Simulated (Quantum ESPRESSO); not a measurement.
# GaAs (F-43m) in Quantum ESPRESSO: settings compared, part 2 of 2

Quantum ESPRESSO 7.5.

## (4) Single point, r2SCAN, 21.23 Å³/atom

pw.in

```
&CONTROL
  calculation = 'scf'
  prefix = 'pwscf'
  outdir = './tmp'
  pseudo_dir = './pseudo'
  tprnfor = .true.
  tstress = .true.
  disk_io = 'nowf'
/
&SYSTEM
  ibrav = 0
  nat = 2
  ntyp = 2
  ecutwfc = 88
  nbnd = 15
  input_dft = 'r2scan'
  occupations = 'smearing'
  smearing = 'fd'
  degauss = 0.00367493
  nosym = .true.
  nr1 = 48
  nr2 = 48
  nr3 = 48
/
&ELECTRONS
  conv_thr = 1d-08
  electron_maxstep = 120
  mixing_beta = 0.5
/
ATOMIC_SPECIES
As    74.9216 As_ONCV_PBE-1.2.upf
Ga    69.7230 Ga_ONCV_PBE-1.2.upf
CELL_PARAMETERS angstrom
   0.0000000000    2.7691429914    2.7691429914
   2.7691429914    0.0000000000    2.7691429914
   2.7691429914    2.7691429914    0.0000000000
ATOMIC_POSITIONS crystal
As     0.7500000000    0.7500000000    0.7500000000
Ga     0.0000000000    0.0000000000    0.0000000000
K_POINTS automatic
6 6 6 0 0 0
```

Potentials or basis: SG15 PBE 1.2.

Launch:

```console
$ OMP_NUM_THREADS=1 mpirun -n 2 pw.x -nk 2 -in pw.in > pw.out
```

Run time: 4.3 min. Hardware: 2 MPI ranks of Arm Neoverse V1, shared host; peak memory 0.3 GiB.

The run converged. Its results:

```yaml
Free_energy: -1943.4256 eV
Pressure: 5.6 GPa
Band_gap_on_the_k_mesh: 1.10 eV, direct
```

Caveat: the potentials were made for another functional, which shifts forces and pressure.

## (5) Single point, r2SCAN, 21.69 Å³/atom

pw.in, as its differences from that of step 4:

```diff
@@ -33,5 +33,5 @@
 CELL_PARAMETERS angstrom
-   0.0000000000    2.7691429914    2.7691429914
-   2.7691429914    0.0000000000    2.7691429914
-   2.7691429914    2.7691429914    0.0000000000
+   0.0000000000    2.7886446409    2.7886446409
+   2.7886446409    0.0000000000    2.7886446409
+   2.7886446409    2.7886446409    0.0000000000
 ATOMIC_POSITIONS crystal
```

Launch:

```console
$ OMP_NUM_THREADS=1 mpirun -n 2 pw.x -nk 2 -in pw.in > pw.out
```

Run time: 4.4 min. Hardware: 2 MPI ranks of Arm Neoverse V1, shared host; peak memory 0.3 GiB.

It converged, with:

```yaml
Free_energy: -1943.4517 eV
Pressure: 3.6 GPa
Band_gap_on_the_k_mesh: 0.93 eV, direct
```

Caveat: the potentials were made for another functional, which shifts forces and pressure.

## (6) Single point, r2SCAN, 22.14 Å³/atom

pw.in, as its differences from that of step 5:

```diff
@@ -33,5 +33,5 @@
 CELL_PARAMETERS angstrom
-   0.0000000000    2.7886446409    2.7886446409
-   2.7886446409    0.0000000000    2.7886446409
-   2.7886446409    2.7886446409    0.0000000000
+   0.0000000000    2.8078772807    2.8078772807
+   2.8078772807    0.0000000000    2.8078772807
+   2.8078772807    2.8078772807    0.0000000000
 ATOMIC_POSITIONS crystal
```

Potentials or basis: SG15 PBE 1.2.

Launch:

```console
$ OMP_NUM_THREADS=1 mpirun -n 2 pw.x -nk 2 -in pw.in > pw.out
```

Wall time 4.4 min (2 MPI ranks of Arm Neoverse V1, shared host); peak memory 0.3 GiB.

It converged, with:

```
Free energy            : -1943.4673 eV
Pressure               : 1.9 GPa
Band gap on the k mesh : 0.76 eV, direct
```

Caveat: the potentials were made for another functional, which shifts forces and pressure.

## (7) Single point, r2SCAN, 22.59 Å³/atom

pw.in, as its differences from that of step 6:

```diff
@@ -33,5 +33,5 @@
 CELL_PARAMETERS angstrom
-   0.0000000000    2.8078772807    2.8078772807
-   2.8078772807    0.0000000000    2.8078772807
-   2.8078772807    2.8078772807    0.0000000000
+   0.0000000000    2.8268500000    2.8268500000
+   2.8268500000    0.0000000000    2.8268500000
+   2.8268500000    2.8268500000    0.0000000000
 ATOMIC_POSITIONS crystal
```

Launch:

```console
$ OMP_NUM_THREADS=1 mpirun -n 2 pw.x -nk 2 -in pw.in > pw.out
```

It took 4.5 min on 2 MPI ranks of Arm Neoverse V1, shared host; peak memory 0.3 GiB.

Results (log left out):

```yaml
Free_energy: -1943.4732 eV
Pressure: 0.3 GPa
Band_gap_on_the_k_mesh: 0.59 eV, direct
```

Caveat: the potentials were made for another functional, which shifts forces and pressure.

## (8) Single point, r2SCAN, 23.04 Å³/atom

pw.in, as its differences from that of step 7:

```diff
@@ -33,5 +33,5 @@
 CELL_PARAMETERS angstrom
-   0.0000000000    2.8268500000    2.8268500000
-   2.8268500000    0.0000000000    2.8268500000
-   2.8268500000    2.8268500000    0.0000000000
+   0.0000000000    2.8455714065    2.8455714065
+   2.8455714065    0.0000000000    2.8455714065
+   2.8455714065    2.8455714065    0.0000000000
 ATOMIC_POSITIONS crystal
```

Launch:

```console
$ OMP_NUM_THREADS=1 mpirun -n 2 pw.x -nk 2 -in pw.in > pw.out
```

It took 4.5 min on 2 MPI ranks of Arm Neoverse V1, shared host; peak memory 0.3 GiB.

It converged, with:

```yaml
Free_energy: -1943.4706 eV
Pressure: -1.2 GPa
Band_gap_on_the_k_mesh: 0.44 eV, direct
```

Caveat: the potentials were made for another functional, which shifts forces and pressure.

## (9) Single point, r2SCAN, 23.49 Å³/atom

pw.in, as its differences from that of step 8:

```diff
@@ -33,5 +33,5 @@
 CELL_PARAMETERS angstrom
-   0.0000000000    2.8455714065    2.8455714065
-   2.8455714065    0.0000000000    2.8455714065
-   2.8455714065    2.8455714065    0.0000000000
+   0.0000000000    2.8640496607    2.8640496607
+   2.8640496607    0.0000000000    2.8640496607
+   2.8640496607    2.8640496607    0.0000000000
 ATOMIC_POSITIONS crystal
```

Potentials or basis: SG15 PBE 1.2.

Launch:

```console
$ OMP_NUM_THREADS=1 mpirun -n 2 pw.x -nk 2 -in pw.in > pw.out
```

Run time: 4.5 min. Hardware: 2 MPI ranks of Arm Neoverse V1, shared host; peak memory 0.32 GiB.

The run converged. Its results:

* Free energy: -1943.4602 eV
* Pressure: -2.5 GPa
* Band gap on the k mesh: 0.28 eV, direct

Caveat: the potentials were made for another functional, which shifts forces and pressure.

## (10) Single point, r2SCAN, 23.94 Å³/atom

pw.in, as its differences from that of step 9:

```diff
@@ -33,5 +33,5 @@
 CELL_PARAMETERS angstrom
-   0.0000000000    2.8640496607    2.8640496607
-   2.8640496607    0.0000000000    2.8640496607
-   2.8640496607    2.8640496607    0.0000000000
+   0.0000000000    2.8822925071    2.8822925071
+   2.8822925071    0.0000000000    2.8822925071
+   2.8822925071    2.8822925071    0.0000000000
 ATOMIC_POSITIONS crystal
```

Launch:

```console
$ OMP_NUM_THREADS=1 mpirun -n 2 pw.x -nk 2 -in pw.in > pw.out
```

It took 4.6 min on 2 MPI ranks of Arm Neoverse V1, shared host; peak memory 0.32 GiB.

The run converged. Its results:

```yaml
Free_energy: -1943.4431 eV
Pressure: -3.6 GPa
Band_gap_on_the_k_mesh: 0.14 eV, direct
```

Caveat: the potentials were made for another functional, which shifts forces and pressure.

## (11) Equation of state, r2SCAN

This step only gathers the single runs of the series.

What came out:

* Equilibrium volume: 22.67 Å³/atom
* Bulk modulus: 75 GPa
* Pressure derivative of the bulk modulus: 4.5 (rough: it moves with the points fitted)

Energy against volume, from the lowest point:
```tsv
volume (Å³/atom)	energy (meV/atom)
21.234	23.79
21.686	10.74
22.138	2.98
22.590	0.00
23.041	1.33
23.493	6.51
23.945	15.07
```

Caveat: the potentials were made for another functional, which shifts forces and pressure.

## (12) Overview

```tsv
task	level	potentials or basis	spin	k mesh	cutoff (eV)	SCF threshold	symmetry	gap on the mesh (eV)	pressure (GPa)
band structure	PBE	PseudoDojo 0.4.1 SR PBE standard	off	8 × 8 × 8	1143	4e-10 Ry	-	0.52	3.4
band structure	PBE	PseudoDojo 0.4 FR PBE standard	SOC, no magnetisation	8 × 8 × 8	1143	4e-10 Ry	-	0.41	3.4
equation of state	r2SCAN	SG15 PBE 1.2	off	6 × 6 × 6	1197	1e-08 Ry	off	-	-
```

Alike in all rows: cell as given; smearing fermi-dirac 0.05 eV.

Caveats: the potentials were made for another functional, which shifts forces and pressure (some runs).

Absolute energies hang on the potentials; compare differences alone.

## (13) How close it comes

Step 2. Measured gap of GaAs: 1.412 eV (direct; 300 K; “Evidence of valence band perturbations in GaAsN/GaAs(001): A combined variable-angle spectroscopic ellipsometry and modulated photoreflectance investigation”, 2008, arxiv:0805.2212). This calculation gives 0.52 eV (-0.90 eV). 3 values of this kind are on record (1.412 to 1.51 eV); this one was drawn at random among those near their median, those with a stated uncertainty first. Spin-orbit coupling on As, Ga is left out. The value is that of PBE, without temperature or zero-point motion. Semilocal functionals fall short of measured gaps as a rule.

Step 3. Against the measured gap of GaAs, 1.412 eV (direct; 300 K; “Evidence of valence band perturbations in GaAsN/GaAs(001): A combined variable-angle spectroscopic ellipsometry and modulated photoreflectance investigation”, 2008, arxiv:0805.2212), the calculated 0.41 eV is off by -1.00 eV. So large a miss can be the level of theory's own, or it may mean another phase, state or a wrong row. 3 values of this kind are on record (1.412 to 1.51 eV); this one was drawn at random among those near their median, those with a stated uncertainty first. The value is that of PBE, without temperature or zero-point motion. Semilocal functionals fall short of measured gaps as a rule.
